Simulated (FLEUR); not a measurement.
# MnO2 (P-3m1) in FLEUR: single point with PBE

Aim: the single point of MnO2 with PBE.

Program: FLEUR MaX-R8.1 (later development tree). These are calculated values, not measurements. Logs are shortened: lines on timing, memory, paths and dates and some standing lists are left out, and cuts for length are marked.

## (1) Starting point

The structure is trigonal, space group P-3m1 (No. 164). The conventional cell has a = 2.857 Å, b = 2.857 Å, c = 4.601 Å, α = 90.00°, β = 90.00°, γ = 120.00°. Around Mn (site symmetry -3m) lie 6 O at 1.90 Å. Around O (site symmetry 3m) lie 3 Mn at 1.90 Å.

Measurements of this composition are mostly on another form, of space group No. 136.

## (2) Single point, PBE, collinear spin, ferromagnetic start

File inp.xml:

```xml
<?xml version="1.0" encoding="UTF-8" standalone="no"?>
<fleurInput fleurInputVersion="0.39">
   <comment>
      MnO2                                                                                                
   </comment>
   <calculationSetup>
      <cutoffs Kmax="5.36" Gmax="16.6" GmaxXC="16.6" numbands="0"/>
      <scfLoop itmax="60" minDistance="0.00001" maxIterBroyd="15" imix="Anderson" alpha="0.05" precondParam="0.0" spinf="2.0" sdNocoIR="T"/>
      <coreElectrons ctail="T" frcor="F" kcrel="0" coretail_lmax="0"/>
      <xcFunctional name="pbe" relativisticCorrections="F"/>
      <magnetism jspins="2"/>
      <soc l_soc="F" theta="0.0" phi="0.0" spav="F"/>
      <expertModes spex="0" secvar="F"/>
      <geometryOptimization l_f="T" forcealpha="1.0" forcemix="BFGS" epsdisp="0.0005" epsforce="0.0002"/>
      <ldaU l_linMix="F" mixParam="0.05" spinf="1.0"/>
   </calculationSetup>
   <cell>
      <bzIntegration valenceElectrons="27.0" mode="hist" fermiSmearingEnergy="0.00183747">
         <kPointListSelection listName="default-1"/>
         <!-- k-points included here -->
         <xi:include xmlns:xi="http://www.w3.org/2001/XInclude" href="kpts.xml"> </xi:include>
      </bzIntegration>
      <!-- symmetry operations included here -->
      <xi:include xmlns:xi="http://www.w3.org/2001/XInclude" href="sym.xml"> </xi:include>
      <bulkLattice scale="1.0">
         <bravaisMatrix>
            <row-1>    5.3981504144642116     0.0000000000000000     0.0000000000000000</row-1>
            <row-2>   -2.6990752072321058     4.6749353925215278     0.0000000000000000</row-2>
            <row-3>    0.0000000000000000     0.0000000000000000     8.6953367681600700</row-3>
         </bravaisMatrix>
      </bulkLattice>
   </cell>
   <atomSpecies>
      <species name="Manganese 4.000" element="Mn" atomicNumber="25">
         <mtSphere radius="1.83" gridPoints="625" logIncrement="0.019"/>
         <atomicCutoffs lmax="8" lnonsphr="6"/>
         <electronConfig flipSpins="F">
            <coreConfig>(1s1/2) (2s1/2) (2p1/2) (2p3/2)</coreConfig>
            <valenceConfig>(3s1/2) (3p1/2) (3p3/2) (4s1/2) (3d3/2) (3d5/2)</valenceConfig>
            <stateOccupation state="(3d3/2)" spinUp="1.5" spinDown="0.5"/>
            <stateOccupation state="(3d5/2)" spinUp="3.0" spinDown="0.0"/>
         </electronConfig>
         <energyParameters s="4" p="4" d="3" f="4"/>
         <lo type="SCLO" l="0" n="3" eDeriv="0"/>
         <lo type="SCLO" l="1" n="3" eDeriv="0"/>
         <lo type="SCLO" l="1" n="3" eDeriv="1"/>
         <lo type="SCLO" l="2" n="3" eDeriv="2"/>
         <lo type="SCLO" l="3" n="4" eDeriv="2"/>
      </species>
      <species name="Oxygen (O)" element="O" atomicNumber="8">
         <mtSphere radius="1.4" gridPoints="477" logIncrement="0.022"/>
         <atomicCutoffs lmax="8" lnonsphr="6"/>
         <electronConfig flipSpins="F">
            <coreConfig>(1s1/2)</coreConfig>
            <valenceConfig>(2s1/2) (2p1/2) (2p3/2)</valenceConfig>
            <stateOccupation state="(2p1/2)" spinUp="0.666667" spinDown="0.666667"/>
            <stateOccupation state="(2p3/2)" spinUp="1.333333" spinDown="1.333333"/>
         </electronConfig>
         <energyParameters s="2" p="2" d="3" f="4"/>
         <lo type="SCLO" l="0" n="2" eDeriv="2"/>
         <lo type="SCLO" l="1" n="2" eDeriv="2"/>
         <lo type="SCLO" l="2" n="3" eDeriv="2"/>
      </species>
   </atomSpecies>
   <atomGroups>
      <atomGroup species="Manganese 4.000">
         <relPos label="                   1">.0000000000 .0000000000 1.000/2.000</relPos>
         <force calculate="T" relaxXYZ="TTT"/>
      </atomGroup>
      <atomGroup species="Oxygen (O)">
         <relPos label="                   2">1.000/3.000 -1.000/3.000 -.2937074300</relPos>
         <relPos label="                   3">-1.000/3.000 1.000/3.000 .2937074300</relPos>
         <force calculate="T" relaxXYZ="TTT"/>
      </atomGroup>
   </atomGroups>
   <output dos="F" band="F" slice="F">
      <checks vchk="F" cdinf="F"/>
      <bandDOS minEnergy="-.5*Htr" maxEnergy="0.5*Htr" sigma="0.015" storeEVData="T"/>
      <vacuumDOS vacdos="F" integ="F" star="F" nstars="0" locx1="0.0" locy1="0.0" locx2="0.0" locy2="0.0" nstm="0" tworkf="0.0"/>
      <unfoldingBand unfoldBand="F" supercellX="1" supercellY="1" supercellZ="1"/>
      <plotting iplot="0" polar="F">
         <plot TwoD="T" vec1="  1.0  0.0  0.0" vec2="  0.0  1.0  0.0" vec3="  0.0  0.0  1.0" zero="  0.0  0.0  0.0" file="plot"/>
      </plotting>
      <chargeDensitySlicing numkpt="0" minEigenval="0.0" maxEigenval="0.0" nnne="0" pallst="F"/>
      <specialOutput eonly="F"/>
      <moessbauerParams electricFieldGradient="T" isomerShift="T" coreHyperfine="T" valenceHyperfine="T"/>
      <magneticCircularDichroism mcd="F" energyLo="-10.0" energyUp="0.0"/>
   </output>
  <!-- We include the file relax.xml here to enable relaxations (see documentation) -->
  <xi:include xmlns:xi="http://www.w3.org/2001/XInclude" href="relax.xml"> <xi:fallback/> </xi:include>
</fleurInput>
```

File crystal.txt:

```
MnO2
&input cartesian=F /
2.8565781804  0.0000000000  0.0000000000
-1.4282890902  2.4738692722  0.0000000000
0.0000000000  0.0000000000  4.6013740589
1.8897261246
1.0 1.0 1.0

3
25 0.0000000000  0.0000000000  0.5000000000 : 4.000
8 0.3333333333  0.6666666667  0.7062925700
8 0.6666666667  0.3333333333  0.2937074300

&kpt div1=11 div2=11 div3=6 gamma=T /
```

Potentials or basis: all-electron, FLAPW.

Run with:

```
> inpgen -f crystal.txt -profile fastHighL
> # inp.xml edited to the form shown
> fleur_MPI
```

The program printed:

```text
Welcome to FLEUR        (www.flapw.de)
      MaX-Release 8.1          (www.max-centre.eu)

 ========== k-point set info ==========
 Selected k-point list: default-1
 k-point list type: mesh
 11 x 11 x 6
 Number of k points: 84

 ------------Calculation Setup---------------------------
 Number of MPI-tasks      :            1
 Number of PE/node        :            1
 Number of OMP-threads    :            1
 Most efficient MPI parallelization for:
           1           2           3           4           6           7          12          14          21          28          42          84
 Additional eigenvalue parallelization possible
 Number of basis functions:          687
 Approximate size of matrices (H+S) per k-point:         0.007 GB
 --------------------------------------------------------
 Iteration:     1   Distance:      38.93687985 me/bohr^3
 Iteration:     2   Distance:      30.57847449 me/bohr^3
 Iteration:     3   Distance:      14.80706335 me/bohr^3
 Iteration:     4   Distance:      13.48347229 me/bohr^3
 Iteration:     5   Distance:       8.84331901 me/bohr^3
 Iteration:     6   Distance:       9.54904468 me/bohr^3
 Iteration:     7   Distance:       5.47240731 me/bohr^3
 Iteration:     8   Distance:       1.90175481 me/bohr^3
 Iteration:     9   Distance:       1.66436619 me/bohr^3
 Iteration:    10   Distance:       0.78316454 me/bohr^3
[... 4 lines left out ...]
 Iteration:    15   Distance:       0.00436693 me/bohr^3
 Iteration:    16   Distance:       0.00419003 me/bohr^3
 Iteration:    17   Distance:       0.00169216 me/bohr^3
 Iteration:    18   Distance:       0.00085258 me/bohr^3
 Iteration:    19   Distance:       0.00028085 me/bohr^3
 Iteration:    20   Distance:       0.00017840 me/bohr^3
 Iteration:    21   Distance:       0.00011495 me/bohr^3
 Iteration:    22   Distance:       0.00003602 me/bohr^3
 Iteration:    23   Distance:       0.00002592 me/bohr^3
 Iteration:    24   Distance:       0.00000957 me/bohr^3
 Reset of history

 ********************************************************************
 Run finished successfully
 Stop message:
   Structural relaxation: new displacements generated
 ********************************************************************
```

Run time: 11 min. Hardware: 1 thread of Arm Neoverse V1, shared host; peak memory 0.09 GiB.

Results:

```
Free energy                                           : -35625.3988 eV
Largest force                                         : 0.230 eV/Å
Band gap on the k mesh                                : 0.85 eV, indirect (least direct gap 0.91 eV)
Net moment                                            : 3.00 μB per cell
Site moments                                          : Mn +2.65; O +0.05 μB
Valence electrons inside the program's atomic spheres : Mn 12.38; O 4.49 (radii Mn 1.83, O 1.4 bohr)
```

Forces on the atoms (eV/Å):
```
Mn   0.000  0.000  0.000
O    0.000  0.000  0.230
O    0.000  0.000 -0.230
```

Levels at points of the mesh, in eV from the valence-band top:
Spin up:
```tsv
k point	band 12	band 13	band 14	band 15	band 16	band 17	band 18	band 19
(0.00, 0.00, 0.00)	-1.43	-1.43	-1.18	-0.37	2.92	2.92	7.12	10.36
(0.00, 0.00, 0.50)	-2.40	-1.47	-1.47	-0.06	2.97	2.97	9.19	9.46
```
Spin down:
| k point | band 8 | band 9 | band 10 | band 11 | band 12 | band 13 | band 14 | band 15 | band 16 | band 17 |
| --- | --- | --- | --- | --- | --- | --- | --- | --- | --- | --- |
| (0.00, 0.00, 0.00) | -5.07 | -5.07 | -1.36 | -1.36 | -1.00 | 0.86 | 0.86 | 2.46 | 4.21 | 4.21 |
| (0.00, 0.00, 0.50) | -5.06 | -4.60 | -2.34 | -1.41 | -1.41 | 0.85 | 0.85 | 2.59 | 4.26 | 4.26 |

Core levels (eV from the Fermi level):
```tsv
atom	levels
1 Mn	1s1/2 -6422.4, 2s1/2 -738.8, 2p1/2 -631.9, 2p3/2 -621.4
2 O	1s1/2 -505.5
3 O	1s1/2 -505.5
```

Caveat: an odd mesh through Γ misses points on the zone boundary, where band edges often lie; a cell with one magnetic atom can't hold antiferromagnetic order, which such compounds often take.
